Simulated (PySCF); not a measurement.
Compound: C4H9NO.
Atom-mapped SMILES: `[CH2:1]1[CH2:2][O:3][CH2:4][CH2:5][NH:6]1` (hydrogens: H7, H8 on C1; H9, H10 on C2; H11, H12 on C4; H13, H14 on C5; H15 on N6)

Method: PBE0-D3(BJ)/def2-SVP geometry optimisation, gas phase (PySCF).

(1) Give the optimised bond lengths and angles.

## Answers

(1) 
| bond | length (Å) | order |
| --- | --- | --- |
| C1–C2, C4–C5 | 1.523 | single |
| C2–O3, O3–C4 | 1.405 | single |
| C1–N6, C5–N6 | 1.452 | single |
| C1–H7 and 3 like bonds | 1.103 | single |
| C2–H9, C4–H11 | 1.113 | single |
| C2–H10, C4–H12 | 1.101 | single |
| N6–H15 | 1.019 | single |

Bonds in one row agree within 0.01 Å and their mean is given. Orders are formal, as drawn. A selection of angles:
| angle | degrees |
| --- | --- |
| C2–C1–N6 | 112.7 |
| C2–C1–H7 | 110.5 |
| C2–C1–H8 | 108.6 |
| N6–C1–H7 | 109.7 |
| N6–C1–H8 | 108.2 |
| H7–C1–H8 | 107.0 |
| C1–C2–O3 | 111.1 |
| C1–C2–H9 | 109.5 |
| C1–C2–H10 | 111.4 |
| O3–C2–H9 | 110.1 |
| O3–C2–H10 | 107.0 |
| H9–C2–H10 | 107.7 |
| C2–O3–C4 | 112.2 |
| C5–N6–H15 | 109.5 |
| C1–N6–C5 | 110.8 |

Torsions: N6–C1–C2–O3 -54° (synclinal); C1–C2–O3–C4 57° (synclinal); C2–O3–C4–C5 -58° (synclinal); O3–C4–C5–N6 54° (synclinal); C4–C5–N6–C1 -50° (synclinal); C2–C1–N6–C5 50° (synclinal).

N6 (secondary amine nitrogen) is pyramidal (angles 110.8°, 109.6° and 109.5°, sum 329.8°, 0.41 Å off the plane of its three neighbours). The 6-membered ring C1–C2–O3–C4–C5–N6 has internal angles of 110.8° to 112.7°; it is puckered, 0.21 Å rms from its mean plane, widest ring torsion 58°. Of the pairs four or more bonds apart, H9···H11 is among the closest relative to their van der Waals radii: 2.46 Å, 102 % of the sum of Bondi's values. O3 (cyclic ether oxygen) is bent (angle 112.2°).

Point group: Cs (tolerance 0.08 Å). Stationary, but not proved a minimum. One conformer, not necessarily the lowest.
